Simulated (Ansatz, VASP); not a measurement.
## Ir: VASP beside Ansatz

Contents of INCAR:

```
AGGAC = 1.0
AGGAX = 1.0
ALDAC = 0.0
ALDAX = 1.0
ALGO = Normal
EDIFF = 1E-6
EDIFFG = -0.005
ENCUT = 600
GGA = B5
IBRION = 2
ISIF = 3
ISMEAR = -1
IVDW = 13
LASPH = T
LCHARG = F
LREAL = F
LWAVE = F
NELM = 60
NSW = 80
PREC = Accurate
SIGMA = 0.05
VDW_A1 = 0.44488865
VDW_A2 = 4.0933009
VDW_S6 = 1.0
VDW_S8 = 2.34076671
```

KPOINTS

```
k-points
0
Gamma
  12 12 12
```

The input POSCAR:

```
Ir
1.0
    0.0000000000      1.9156000000      1.9156000000
    1.9156000000      0.0000000000      1.9156000000
    1.9156000000      1.9156000000      0.0000000000
Ir
1
Direct
    0.0000000000      0.0000000000      0.0000000000
```

File input.yaml:

```yaml
crystal:
  lattice:
    - [0.0, 1.9156, 1.9156]
    - [1.9156, 0.0, 1.9156]
    - [1.9156, 1.9156, 0.0]
  atoms:
    - { symbol: Ir, position: [0.0, 0.0, 0.0] }
kpoints:
  mp_grid: { grid: [12, 12, 12] }
scf:
  occupations: { method: fermi_dirac, width: 0.05 }
hamiltonian:
  xc: blyp
  dispersion: d4
  pseudopotentials: { kind: all_electron, lapw: { basis_error: 0.001 } }
output:
  forces: true
  stress: true
relax:
  f_tol: 0.005
  max_steps: 60
  cell: {}
```

Alike in both runs: task relaxation of cell and atoms; functional BLYP; dispersion D4; k mesh 12 × 12 × 12; occupations fermi-dirac, width 0.05 eV; no spin polarisation.

```csv
,VASP,Ansatz
version,VASP 6.6.1,Ansatz 0.2.0
potentials or method,"VASP PAW PBE potentials, release 64 (Ir)","all-electron LAPW, scalar-relativistic"
plane-wave cutoff (eV),600,see its input
```

|  | VASP | Ansatz | Ansatz less VASP |
| --- | --- | --- | --- |
| relaxed volume (Å³/atom) | 14.51 | 14.39 | -0.126 |
| relaxed cell length with the largest relative difference (Å) | 2.738 | 2.730 | -0.0080 |
| energy change over the relaxation (meV/atom) | -17 | -9 | +8.1 |

Ansatz ran all-electron here, so the differences hold the error of VASP's frozen core and of both bases.

Caveats: the PAW data sets were made with another functional, which shifts forces and pressure a little (VASP); pairwise dispersion overbinds metals, which lowers pressure and volume (VASP). Spin-orbit coupling is left out, which matters for the levels of Ir. Zero-point motion and thermal expansion aren't in these numbers.
